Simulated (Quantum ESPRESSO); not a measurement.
# CO2 (Cmce) in Quantum ESPRESSO: a series of runs, part 2 of 2

Quantum ESPRESSO 7.5. The steps go on from the part before.

## 5. Single point, LDA, 13.54 Å³/atom

Input file pw.in:

```
&CONTROL
  calculation = 'scf'
  prefix = 'pwscf'
  outdir = './tmp'
  pseudo_dir = './pseudo'
  tstress = .true.
  disk_io = 'nowf'
/
&SYSTEM
  ibrav = 0
  nat = 6
  ntyp = 2
  ecutwfc = 45
  ecutrho = 360
  nbnd = 24
  occupations = 'smearing'
  smearing = 'fd'
  degauss = 0.00367493
/
&ELECTRONS
  conv_thr = 1.2d-09
  electron_maxstep = 120
  mixing_beta = 0.5
/
ATOMIC_SPECIES
O     15.9990 o_lda_v1.2.uspp.F.UPF
C     12.0110 c_lda_v1.2.uspp.F.UPF
CELL_PARAMETERS angstrom
   2.6182200176   -2.3713549653    0.0000000000
   2.6182200176    2.3713549653    0.0000000000
   0.0000000000    0.0000000000    6.5429643503
ATOMIC_POSITIONS crystal
O      0.3065085700    0.6934914300    0.6081566100
O      0.6934914300    0.3065085700    0.3918433900
O      0.1934914300    0.8065085700    0.1081566100
O      0.8065085700    0.1934914300    0.8918433900
C      0.5000000000    0.5000000000    0.5000000000
C      0.0000000000    0.0000000000    0.0000000000
K_POINTS automatic
8 8 4 0 0 0
```

Run with:

```bash
OMP_NUM_THREADS=1 mpirun -n 2 pw.x -nk 2 -in pw.in > pw.out
```

Run time: 32 s. Hardware: 2 MPI ranks of Arm Neoverse V2, shared host; peak memory 0.34 GiB.

Results (log left out):

- Free energy: -2069.8972 eV
- Pressure: 0.5 GPa
- Band gap on the k mesh: 6.43 eV, indirect (least direct gap 7.03 eV)

## 6. Single point, LDA, 13.82 Å³/atom

Changes to pw.in since step 5:

```diff
@@ -28,5 +28,5 @@
 CELL_PARAMETERS angstrom
-   2.6182200176   -2.3713549653    0.0000000000
-   2.6182200176    2.3713549653    0.0000000000
-   0.0000000000    0.0000000000    6.5429643503
+   2.6359112300   -2.3873781200    0.0000000000
+   2.6359112300    2.3873781200    0.0000000000
+   0.0000000000    0.0000000000    6.5871749100
 ATOMIC_POSITIONS crystal
```

Potentials or basis: GBRV 1.5 LDA.

Run with:

```bash
OMP_NUM_THREADS=1 mpirun -n 2 pw.x -nk 2 -in pw.in > pw.out
```

It took 32 s on 2 MPI ranks of Arm Neoverse V2, shared host; peak memory 0.36 GiB.

It converged, with:

* Free energy: -2069.8904 eV
* Pressure: -2.2 GPa
* Band gap on the k mesh: 6.34 eV, indirect (least direct gap 6.92 eV)

## 7. Single point, LDA, 14.09 Å³/atom

Changes to pw.in since step 6:

```diff
@@ -28,5 +28,5 @@
 CELL_PARAMETERS angstrom
-   2.6359112300   -2.3873781200    0.0000000000
-   2.6359112300    2.3873781200    0.0000000000
-   0.0000000000    0.0000000000    6.5871749100
+   2.6533681045   -2.4031890319    0.0000000000
+   2.6533681045    2.4031890319    0.0000000000
+   0.0000000000    0.0000000000    6.6307998563
 ATOMIC_POSITIONS crystal
```

Run with:

```bash
OMP_NUM_THREADS=1 mpirun -n 2 pw.x -nk 2 -in pw.in > pw.out
```

It took 32 s on 2 MPI ranks of Arm Neoverse V2, shared host; peak memory 0.36 GiB.

The run converged. Its results:

```
Free energy            : -2069.8573 eV
Pressure               : -4.6 GPa
Band gap on the k mesh : 6.26 eV, indirect (least direct gap 6.82 eV)
```

## 8. Single point, LDA, 14.37 Å³/atom

Changes to pw.in since step 7:

```diff
@@ -28,5 +28,5 @@
 CELL_PARAMETERS angstrom
-   2.6533681045   -2.4031890319    0.0000000000
-   2.6533681045    2.4031890319    0.0000000000
-   0.0000000000    0.0000000000    6.6307998563
+   2.6705982503   -2.4187945928    0.0000000000
+   2.6705982503    2.4187945928    0.0000000000
+   0.0000000000    0.0000000000    6.6738582047
 ATOMIC_POSITIONS crystal
```

Run with:

```bash
OMP_NUM_THREADS=1 mpirun -n 2 pw.x -nk 2 -in pw.in > pw.out
```

It took 32 s on 2 MPI ranks of Arm Neoverse V2, shared host; peak memory 0.36 GiB.

It converged, with:

```yaml
Free_energy: -2069.8002 eV
Pressure: -6.8 GPa
Band_gap_on_the_k_mesh: 6.18 eV, indirect (least direct gap 6.72 eV)
```

## 9. Single point, LDA, 14.65 Å³/atom

Changes to pw.in since step 8:

```diff
@@ -28,5 +28,5 @@
 CELL_PARAMETERS angstrom
-   2.6705982503   -2.4187945928    0.0000000000
-   2.6705982503    2.4187945928    0.0000000000
-   0.0000000000    0.0000000000    6.6738582047
+   2.6876088889   -2.4342013431    0.0000000000
+   2.6876088889    2.4342013431    0.0000000000
+   0.0000000000    0.0000000000    6.7163680018
 ATOMIC_POSITIONS crystal
```

Potentials or basis: GBRV 1.5 LDA.

Run with:

```bash
OMP_NUM_THREADS=1 mpirun -n 2 pw.x -nk 2 -in pw.in > pw.out
```

Wall time 33 s (2 MPI ranks of Arm Neoverse V2, shared host); peak memory 0.36 GiB.

It converged, with:

* Free energy: -2069.7215 eV
* Pressure: -8.8 GPa
* Band gap on the k mesh: 6.10 eV, indirect (least direct gap 6.63 eV)

## 10. Equation of state, LDA

Potentials or basis: GBRV 1.5 LDA.

No new run: the results of the series are fitted here.

Results:

```
Equilibrium volume                        : 13.61 Å³/atom
Bulk modulus at fixed shape and positions : 135 GPa
Pressure derivative of the bulk modulus   : 3.9
```

Energy against volume, from the lowest point:
```
volume (Å³/atom)  energy (meV/atom)
          12.988              12.82
          13.265               3.72
          13.541               0.00
          13.818               1.14
          14.094               6.66
          14.370              16.17
          14.647              29.29
```

Caveat: the cell was scaled at fixed shape and fractional positions, which overstates the stiffness of a crystal with free parameters, most of all of layers and chains.

## 11. The reference run

An earlier run on the cell as given: functional PBEsol; potentials or basis GBRV 1.5 PBEsol; cutoff 612 eV; density cutoff 4898 eV; k mesh 8 × 8 × 4; occupations fermi-dirac, width 0.05 eV; no spin polarisation.

* Pressure: 1.6 GPa
* Largest force: 0.197 eV/Å
* Band gap on the k mesh: 6.57 eV, indirect (least direct gap 7.13 eV)

## 12. The runs side by side

| task | level | potentials or basis | form of the LDA correlation | gap on the mesh (eV) | pressure (GPa) | largest force (eV/Å) |
| --- | --- | --- | --- | --- | --- | --- |
| band structure | PBEsol | GBRV 1.5 PBEsol | - | 6.57 | 1.6 | 0.20 |
| equation of state | LDA | GBRV 1.5 LDA | PZ81 | - | - | - |
| single point | PBEsol | GBRV 1.5 PBEsol | - | 6.57 | 1.6 | 0.20 |

Alike in all rows: no spin polarisation; cell as given; k mesh 8 × 8 × 4; cutoff (eV) 612; smearing fermi-dirac 0.05 eV.

Caveats: the cell was scaled at fixed shape and fractional positions, which overstates the stiffness of a crystal with free parameters, most of all of layers and chains (some runs).

Total energies depend on the potentials used, so only differences within one code and one set of settings carry meaning.
